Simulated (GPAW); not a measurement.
The system is ZnS (Wurtzite-2H).

```
Zn S
1.0
     3.81100    0.00000    0.00000
    -1.90550    3.30042    0.00000
     0.00000    0.00000    6.23400
Zn S
2 2
Direct
  0.66667 0.33333 0.50000
  0.33333 0.66667 0.00000
  0.66667 0.33333 0.88500
  0.33333 0.66667 0.38500
```

| Quantity | Value |
| --- | --- |
| Program | GPAW 26.7.0 |
| Task | relaxation of cell and atoms |
| Functional | r2SCAN |
| Dispersion | D3(BJ) |
| Potentials or basis | GPAW PAW data sets (gpaw-data 1.2.1) |
| Cutoff | 600 eV |
| Basis | pw |
| k mesh | 6 × 6 × 3 |
| Occupations | fermi-dirac, width 0.05 eV |
| Spin | no spin polarisation |

At the start: pressure -1.5 GPa; volume 19.60 Å³/atom.

Problem. Where does the relaxation end?

Solution. Over 8 steps the energy falls by 7.4 meV/atom and the volume is 19.14 Å³/atom (-2.3 %); space group P6_3mc (No. 186, to 0.05 Å).

Step by step:
```tsv
step	energy change (eV)	largest force (eV/Å)	pressure (GPa)	volume (Å³)
1	0.0000	0.3123	-1.54	78.41
2	-0.0070	0.2737	-1.44	78.25
3	-0.0258	0.1222	-0.30	77.01
4	-0.0280	0.0020	-0.57	77.25
5	-0.0283	0.0069	-0.48	77.16
6	-0.0293	0.0139	0.03	76.68
7	-0.0295	0.0020	0.12	76.59
8	-0.0296	0.0133	0.13	76.58
```

Final structure:
```
Zn S
1.0
     3.78102    0.00000    0.00000
    -1.89051    3.27446    0.00000
     0.00000    0.00000    6.18515
Zn S
2 2
Direct
  0.66667 0.33333 0.50498
  0.33333 0.66667 0.00498
  0.66667 0.33333 0.88000
  0.33333 0.66667 0.38000
```

Caveat: later steps reuse the first step's grids; the PAW data sets were made with another functional, which shifts forces and pressure a little.
